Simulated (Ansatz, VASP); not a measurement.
HfO2: VASP beside Ansatz

Contents of POSCAR:

```
HfO2
1.0
    0.0000000000      2.5291609957      2.5291609957
    2.5291609957      0.0000000000      2.5291609957
    2.5291609957      2.5291609957      0.0000000000
Hf O
1 2
Direct
    0.0000000000      0.0000000000      0.0000000000
    0.2500000000      0.2500000000      0.2500000000
    0.7500000000      0.7500000000      0.7500000000
```

The input INCAR.step1:

```
SYSTEM = HfO2
PREC = Accurate
ENCUT = 520
ISMEAR = 0
SIGMA = 0.02
LREAL = .FALSE.
LASPH = .TRUE.
NELM = 100
NBANDS = 18
GGA = PE
ALGO = Normal
EDIFF = 1E-4
LWAVE = .TRUE.
LCHARG = .FALSE.
```

INCAR.step2

```
SYSTEM = HfO2
PREC = Accurate
ENCUT = 520
EDIFF = 1E-6
ISMEAR = 0
SIGMA = 0.02
LREAL = .FALSE.
LASPH = .TRUE.
NELM = 100
ALGO = Normal
ISIF = 2
LWAVE = .FALSE.
LCHARG = .FALSE.
METAGGA = R2SCAN
LMIXTAU = .TRUE.
NBANDS = 18
ISTART = 1
```

KPOINTS

```
regular mesh
0
G
  8 8 8
  0 0 0
```

Input for Ansatz:

```yaml
crystal:
  lattice:
    - [0.0, 2.5291609957, 2.5291609957]
    - [2.5291609957, 0.0, 2.5291609957]
    - [2.5291609957, 2.5291609957, 0.0]
  atoms:
    - { symbol: Hf, position: [0.0, 0.0, 0.0] }
    - { symbol: O, position: [0.25, 0.25, 0.25] }
    - { symbol: O, position: [0.75, 0.75, 0.75] }
basis:
  ecutwfc: 500
kpoints:
  mp_grid: { grid: [8, 8, 8] }
  band_path:
    path:
      - [[0.0, 0.0, 0.0], [0.5, 0.0, 0.5], [0.625, 0.25, 0.625]]
      - [[0.375, 0.375, 0.75], [0.0, 0.0, 0.0], [0.5, 0.5, 0.5], [0.5, 0.25, 0.75], [0.5, 0.0, 0.5]]
    npoints: 14
hamiltonian:
  xc: r2scan
scf:
  occupations: { method: gaussian, width: 0.02 }
  n_extra_bands: 7
output:
  forces: true
  stress: true
  eigenvalues: true
  populations: true
  dos: { projected: true, de: 0.02, nscf_kmesh: { grid: [12, 12, 12] } }
  bader: true
  write_density: true
  write_potential: true
  elf: true
  volumetric_format: npy
```

Measurements of this composition are mostly on another form, of space group No. 14.

Alike in both runs: task single point; functional r2SCAN; k mesh 8 × 8 × 8; occupations gaussian, width 0.02 eV; no spin polarisation.

|  | VASP | Ansatz |
| --- | --- | --- |
| version | VASP 6.6.1 | Ansatz 0.2.0 |
| potentials or method | VASP PAW PBE potentials, release 64 (Hf_pv, O) | scalar-relativistic, plane waves, PAW |
| plane-wave cutoff (eV) | 520 | 500 |
| valence electrons in the cell | 22 | 38 |

|  | VASP | Ansatz | Ansatz less VASP |
| --- | --- | --- | --- |
| gap on the k mesh at the Fermi level (eV) | 4.32 | 4.30 | -0.013 |
| least direct gap on the mesh (eV) | 4.32 | 4.30 | -0.013 |
| pressure (GPa) | -3.9 | 0.0 | +3.95 |

One of these differences is far larger than is usual between the two programs; its cause wasn't traced. The two sets of potentials don't hold the same shells in valence.

Caveats: the PAW data sets were made with another functional, which shifts forces and pressure a little (VASP); spin-orbit coupling is left out, which moves the levels of the heavy elements. A k mesh can miss the band edges. r2SCAN opens gaps a little over a GGA but as a rule still falls short of measured ones.
